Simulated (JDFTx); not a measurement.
## CuI (Marshite) under changes of volume

One of the cells (27.859 Å³/atom); the others are scaled copies at fixed shape and fractional positions:

```
I Cu
1.0
     0.00000    3.03150    3.03150
     3.03150    0.00000    3.03150
     3.03150    3.03150    0.00000
I Cu
1 1
Direct
  0.00000 0.00000 0.00000
  0.75000 0.75000 0.75000
```

```yaml
Program: JDFTx 1.7.0 (patched build)
Functional: PBEsol
Potentials_or_basis: PseudoDojo-SR-PBEsol-0.4.1-standard with smoothed tails
Cutoff: 1252 eV
Density_cutoff: 10014 eV
k_mesh: 8 × 8 × 8
Occupations: fermi-dirac, width 0.05 eV
Spin: no spin polarisation
```

```tsv
volume (Å³/atom)	energy over the lowest point (meV/atom)	pressure (GPa)	gap on the mesh (eV)
26.188	0.00	0.3	1.14
26.745	0.83	-0.7	1.08
27.302	4.95	-1.6	1.03
27.859	11.95	-2.4	0.98
28.417	?	?	?
28.974	33.21	-3.7	0.89
29.531	46.89	-4.2	0.85
```

Task: What does the run at 28.417 Å³/atom give?

Result: Energy over the lowest point 21.47 meV/atom; pressure -3.1 GPa; gap on the mesh 0.93 eV.

Worked out: A Birch-Murnaghan fit of order 3 (a polynomial in V^(-2/3)) to the other rows has its minimum at 26.33 Å³/atom with B0 = V·E''(V) = 49 GPa and B' = 5.2. It gives 21.48 meV/atom at 28.417 Å³/atom, against the run's 21.47, and -dE/dV = -3.1 GPa, against -3.1. A straight line through the other rows of the gap, of slope -2.4 eV per unit of ln V (its deformation potential), gives 0.94 eV, against the run's 0.93.

Energies are extrapolated to zero smearing.

Caveats: spin-orbit coupling is left out, which moves the levels of the heavy elements.
